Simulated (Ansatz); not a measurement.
# Ga2O3: the cost of one run

Method: DFT PBE, scalar-relativistic, plane waves, PAW, in Ansatz 0.2.0.

3 further runs of the same task are left out: 3 set aside as unsound or not needed.

## Step 1: The structure to begin with

It takes space group C2/m (No. 12, monoclinic). The conventional cell has a = 12.455 Å, b = 3.083 Å, c = 5.878 Å, α = 90.00°, β = 103.70°, γ = 90.00°. Ga (site symmetry m) is surrounded by 4 O at 1.86 to 1.90 Å. Ga (site symmetry m) is surrounded by 6 O at 1.97 to 2.11 Å. O (site symmetry m) is surrounded by 3 Ga at 1.86 to 1.97 Å. Around O (site symmetry m) lie 4 Ga at 1.90 to 2.11 Å.

As a file:

```cif
data_structure
_symmetry_space_group_name_H-M 'P 1'
_symmetry_Int_Tables_number 1
_cell_length_a 6.4156
_cell_length_b 6.4156
_cell_length_c 5.8776
_cell_angle_alpha 103.292
_cell_angle_beta 103.292
_cell_angle_gamma 27.810
_cell_volume 109.65
loop_
_atom_site_label
_atom_site_type_symbol
_atom_site_fract_x
_atom_site_fract_y
_atom_site_fract_z
_atom_site_occupancy
Ga1 Ga 0.08991 0.08991 0.79472 1
Ga2 Ga 0.91009 0.91009 0.20528 1
Ga3 Ga 0.65850 0.65850 0.31418 1
Ga4 Ga 0.34150 0.34150 0.68582 1
O1 O 0.16349 0.16349 0.10920 1
O2 O 0.83651 0.83651 0.89080 1
O3 O 0.17370 0.17370 0.56436 1
O4 O 0.82630 0.82630 0.43564 1
O5 O 0.49602 0.49602 0.25670 1
O6 O 0.50398 0.50398 0.74330 1
```

It is the result of an earlier relaxation at this level (volume 10.97 Å³/atom; gap on the mesh: 2.01 eV).

## Step 2: Zone-centre modes

File input.yaml:

```yaml
crystal:
  lattice:
    - [6.2275754129, -1.5417276078, 0.0115435445]
    - [6.2275754129, 1.5417276078, 0.0115435445]
    - [-1.402708226, 0.0, 5.7077450039]
  atoms:
    - { symbol: Ga, position: [0.0899097644, 0.0899097644, 0.794719667] }
    - { symbol: Ga, position: [0.9100902356, 0.9100902356, 0.205280333] }
    - { symbol: Ga, position: [0.6584982834, 0.6584982834, 0.3141774508] }
    - { symbol: Ga, position: [0.3415017166, 0.3415017166, 0.6858225492] }
    - { symbol: O, position: [0.1634881163, 0.1634881163, 0.1091964704] }
    - { symbol: O, position: [0.8365118837, 0.8365118837, 0.8908035296] }
    - { symbol: O, position: [0.1737033254, 0.1737033254, 0.5643575466] }
    - { symbol: O, position: [0.8262966746, 0.8262966746, 0.4356424534] }
    - { symbol: O, position: [0.4960238698, 0.4960238698, 0.2567021956] }
    - { symbol: O, position: [0.5039761302, 0.5039761302, 0.7432978044] }
basis:
  ecutwfc: 420
kpoints:
  mp_grid: { grid: [10, 10, 6] }
hamiltonian:
  xc: pbe
scf:
  occupations: { method: fixed }
output:
  eigenvalues: true
phonons:
  method: dfpt
  dielectric: true
  rigid_motions: translations
  eigenvectors: true
```

Run with:

```console
$ ansatz run input.yaml --threads 4 --pin off --max-ram 10240MiB --backend cpu --events-out ev --progress --plain --runs-dir out
```

**Question.** How long does this run take on 4 threads of Arm Neoverse V2, shared host, and how much memory does it need?

About 24 min, with a peak of 7 GiB.
